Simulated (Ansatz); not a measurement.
Runs of Ansatz 0.2.0 on Hf. It takes space group Pm-3m (No. 221, cubic). Conventional cell: a = 2.914 Å, b = 2.914 Å, c = 2.914 Å, α = 90.00°, β = 90.00°, γ = 90.00°. Around Hf (site symmetry m-3m) lie 6 Hf at 2.91 Å. The cell was built by a generator and needn't be a form met in nature.

```csv
task,level,cell,cutoff (eV),smearing,points for each segment of the path,gap on the mesh (eV),pressure (GPa),relaxed volume (Å³/atom)
relaxation of cell and atoms,r2SCAN+rVV10,relaxed,500,fermi-dirac 0.05 eV,-,none,0.0,23.86
relaxation of cell and atoms,r2SCAN,relaxed,500,fermi-dirac 0.05 eV,-,none,0.0,24.22
single point,PBE,as given,420,gaussian 0.011 eV,-,none,(a),-
band structure,PBE,as given,420,fermi-dirac 0.05 eV,14,none,0.1,-
relaxation of cell and atoms,r2SCAN+D4,relaxed,500,fermi-dirac 0.05 eV,-,none,0.0,(b)
```

Alike in all rows: potentials or basis Ansatz PAW; no spin polarisation; k mesh 9 × 9 × 9.

Task: Estimate the missing entries.

Result: (a) 0.4; (b) 24.10.

Caveats: the plane-wave basis is chosen anew once the cell has moved, so the energies of steps on either side of that aren't comparable (some runs); the PAW data sets come from PBE, with cores solved anew for the run's functional, which leaves a small shift of forces and pressure (some runs); pairwise dispersion overbinds metals, which lowers pressure and volume (some runs); spin-orbit coupling is left out, which moves the levels of the heavy elements (some runs).

A k mesh can miss the band edges, and the runs leave out spin-orbit coupling on Hf.

A gap of «none» marks a metal or a gap under the smearing width.
